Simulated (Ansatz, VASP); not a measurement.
## Two plane-wave programs on MgZn4O

```xyz
6
Lattice="0.0000 3.6137 3.6137 3.6137 0.0000 3.6137 3.6137 3.6137 0.0000" Properties=species:S:1:pos:R:3 pbc="T T T"
Mg    1.8069    1.8069    1.8069
Zn    4.5173    2.7102    2.7102
Zn    4.5173    4.5173    4.5173
Zn    2.7102    4.5173    2.7102
Zn    2.7102    2.7102    4.5173
O     0.0000    0.0000    0.0000
```

Change from the starting cell: species swapped into the MgCu4Sn type (F-43m, No. 216).

Alike in both runs: functional PBE; k mesh 4 × 4 × 4; occupations gaussian, width 0.2 eV; no spin polarisation.

Ansatz relaxed the structure, and its values are those at the end. VASP's run is a single point on that final structure, the one shown.

|  | VASP | Ansatz |
| --- | --- | --- |
| version | VASP 6.6.1 | Ansatz 0.2.0 |
| potentials or method | VASP PAW PBE potentials, release 64 (Mg, Zn, O) | scalar-relativistic, plane waves, PAW |
| plane-wave cutoff (eV) | 520 | 420 |
| valence electrons in the cell | 56 | 64 |

|  | VASP | Ansatz | Ansatz less VASP |
| --- | --- | --- | --- |
| gap on the k mesh at the Fermi level (eV) | none | none | - |
| pressure (GPa) | 0.2 | 0.1 | -0.15 |

A gap of «none» marks a metal or a gap that the smearing closes. The functional is the same, so the differences come from potentials, cutoffs and numerics. The two sets of potentials don't hold the same shells in valence.

Caveats: the k mesh is coarse (spacing up to 0.38 Å⁻¹), so the values aren't converged.
